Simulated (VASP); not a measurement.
A run of VASP 6.6.1:

Contents of POSCAR:

```
AlN
1.0
    3.1100000000      0.0000000000      0.0000000000
    0.0000000000      4.9800000000      0.0000000000
    0.0000000000      0.0000000000      5.3960219089
Al N
4 4
Direct
    0.0000000000     -0.0010356961     -0.0000609420
    0.5000000000      0.4989643039      0.1667276087
    0.5000000000     -0.0010356961      0.4999390580
    0.0000000000      0.4989643039      0.6667276087
    0.0000000000      0.3810356961     -0.0001570436
    0.5000000000      0.8810356961      0.1668237103
    0.5000000000      0.3810356961      0.4998429564
    0.0000000000      0.8810356961      0.6668237103
```

The input INCAR.step1:

```
SYSTEM = AlN
PREC = Accurate
ENCUT = 520
ISMEAR = 0
SIGMA = 0.01
LREAL = .FALSE.
LASPH = .TRUE.
NELM = 80
NBANDS = 26
GGA = PE
ALGO = Normal
EDIFF = 1E-4
LWAVE = .TRUE.
LCHARG = .FALSE.
```

File INCAR.step2:

```
SYSTEM = AlN
PREC = Accurate
ENCUT = 520
EDIFF = 1E-6
ISMEAR = 0
SIGMA = 0.01
LREAL = .FALSE.
LASPH = .TRUE.
NELM = 80
ALGO = Normal
ISIF = 2
LWAVE = .FALSE.
LCHARG = .FALSE.
METAGGA = R2SCAN
LMIXTAU = .TRUE.
NBANDS = 26
ISTART = 1
```

Contents of KPOINTS:

```
regular mesh
0
G
  6 4 4
  0 0 0
```

Potentials or basis: VASP PAW PBE potentials, release 64 (Al, N).

The run is started by

```sh
$ cat potpaw_PBE.64/Al/POTCAR potpaw_PBE.64/N/POTCAR > POTCAR
$ cp INCAR.step1 INCAR
$ mpirun -np 1 vasp_std > vasp.out
$ cp INCAR.step2 INCAR
$ mpirun -np 1 vasp_std > vasp.out
```

Hardware: 1 thread of Intel(R) Xeon(R) 6975P-C (Granite Rapids) (shared host).

Q: Estimate the wall time of this run.

A: Run time: 2 min on 1 thread of Intel(R) Xeon(R) 6975P-C (Granite Rapids), with other jobs on the host, peak memory 0.22 GiB. Counts: scf iterations 9, k points 36.
